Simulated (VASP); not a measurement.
A run of VASP 6.6.1:

File POSCAR:

```
Pd
1.0
    2.7358314504      0.0000000000      0.0000000000
   -1.3679157252      2.3692995365      0.0000000000
    0.0000000000      0.0000000000      4.6256814380
Pd
2
Direct
    0.3333333333      0.6666666667      0.7500000000
    0.6666666667      0.3333333333      0.2500000000
```

INCAR.step1

```
SYSTEM = Pd
  PREC = Accurate
  ENCUT = 520
  ISMEAR = 0
  SIGMA = 0.05
  LREAL = .FALSE.
  LASPH = .TRUE.
  NELM = 100
  NBANDS = 17
  GGA = PE
  ALGO = Normal
  EDIFF = 1E-4
  LWAVE = .TRUE.
  LCHARG = .FALSE.
```

Contents of INCAR.step2:

```
SYSTEM = Pd
  PREC = Accurate
  ENCUT = 520
  EDIFF = 1E-6
  ISMEAR = 0
  SIGMA = 0.05
  LREAL = .FALSE.
  LASPH = .TRUE.
  NELM = 100
  ALGO = Normal
  ISIF = 2
  LWAVE = .FALSE.
  LCHARG = .FALSE.
  METAGGA = R2SCAN
  LMIXTAU = .TRUE.
  NBANDS = 17
  ISTART = 1
```

File KPOINTS:

```
regular mesh
0
G
  18 18 10
  0 0 0
```

Potentials or basis: VASP PAW PBE potentials, release 64 (Pd).

The run is started by

```console
$ cat potpaw_PBE.64/Pd/POTCAR > POTCAR
$ cp INCAR.step1 INCAR
$ mpirun -np 1 vasp_std > vasp.out
$ cp INCAR.step2 INCAR
$ mpirun -np 1 vasp_std > vasp.out
```

Hardware: 1 thread of Intel(R) Xeon(R) Platinum 8488C (Sapphire Rapids) (shared host).

How long does it take, and how much memory?

It took 4.8 min on 1 thread of Intel(R) Xeon(R) Platinum 8488C (Sapphire Rapids) (shared host), peak memory 0.21 GiB. Counts: scf iterations 10, k points 222.
